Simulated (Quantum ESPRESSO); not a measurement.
Pb in Quantum ESPRESSO: convergence with smearing width

Input of the first run (smearing width 0.5 eV); the others differ in this setting and in those tied to it:

Contents of pw.in:

```
&CONTROL
  calculation = 'scf'
  prefix = 'pwscf'
  outdir = './tmp'
  pseudo_dir = './pseudo'
  tprnfor = .true.
  tstress = .true.
  disk_io = 'nowf'
/
&SYSTEM
  ibrav = 0
  nat = 1
  ntyp = 1
  ecutwfc = 36
  ecutrho = 216
  nbnd = 13
  occupations = 'smearing'
  smearing = 'gaussian'
  degauss = 0.03674932
/
&ELECTRONS
  conv_thr = 2d-10
  electron_maxstep = 120
  mixing_beta = 0.5
/
ATOMIC_SPECIES
Pb   207.2000 Pb.GGA_PBE-JTH.UPF
CELL_PARAMETERS angstrom
   0.0000000000    2.4750200000    2.4750200000
   2.4750200000    0.0000000000    2.4750200000
   2.4750200000    2.4750200000    0.0000000000
ATOMIC_POSITIONS crystal
Pb     0.0000000000    0.0000000000    0.0000000000
K_POINTS automatic
9 9 9 0 0 0
```

Potentials or basis: JTH 2.0 PBE.

Command:

```bash
$ OMP_NUM_THREADS=1 pw.x -in pw.in > pw.out
```

Hardware: 1 thread of Arm Neoverse V1, with other jobs on the host.

Task: The values tried are 0.5 eV, 0.3 eV, 0.2 eV, 0.136 eV, 0.1 eV, 0.05 eV, 0.025 eV, 0.01 eV, loosest first. From which on does the energy stay within 1 meV/atom of the tightest run that finished?

Result: From 0.2 eV on.

```tsv
smearing width	energy less the tightest run, at zero smearing (meV/atom)	SCF cycles	CPU time (s)	peak memory (GiB)
0.5 eV	2.33	8	8.2	0.07
0.3 eV	-1.23	8	8.1	0.07
0.2 eV	-0.92	8	8.3	0.07
0.136 eV	-0.94	8	8.3	0.07
0.1 eV	-0.78	8	8.3	0.07
0.05 eV	-0.37	8	8.2	0.07
0.025 eV	-0.14	8	8.3	0.07
0.01 eV	0.00	8	8.2	0.07
```

Narrower smearing needs a denser k mesh, so at a fixed mesh the narrowest width isn't the most accurate. The tightest run that finished is the yardstick and may itself not be fully converged.

 The run has no spin-orbit coupling, so splittings on Pb are missing.
